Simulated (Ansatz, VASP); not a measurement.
## One calculation of Ti, two programs

```
Ti
1.0
    -1.63297    1.63297    1.63297
     1.63297   -1.63297    1.63297
     1.63297    1.63297   -1.63297
Ti
1
Cartesian
  0.0000 0.0000 0.0000
```

Alike in both runs: task single point; functional PBEsol; k mesh 22 × 22 × 22; occupations gaussian, width 0.15 eV; no spin polarisation.

|  | VASP | Ansatz |
| --- | --- | --- |
| version | VASP 6.6.1 | Ansatz 0.2.0 |
| potentials or method | VASP PAW PBE potentials, release 64 (Ti_sv) | scalar-relativistic, plane waves, PAW |
| plane-wave cutoff (eV) | 520 | 520 |
| valence electrons in the cell | 12 | 12 |

|  | VASP | Ansatz | Ansatz less VASP |
| --- | --- | --- | --- |
| gap on the k mesh at the Fermi level (eV) | none | none | - |
| pressure (GPa) | -5.5 | -5.4 | +0.16 |

A gap of «none» marks a metal or a gap that the smearing closes. The functional is the same, so the differences come from potentials, cutoffs and numerics. Ansatz warned: «pseudo_functional_mismatch».

Caveats: the PAW data sets were made with another functional, which shifts forces and pressure a little (VASP).
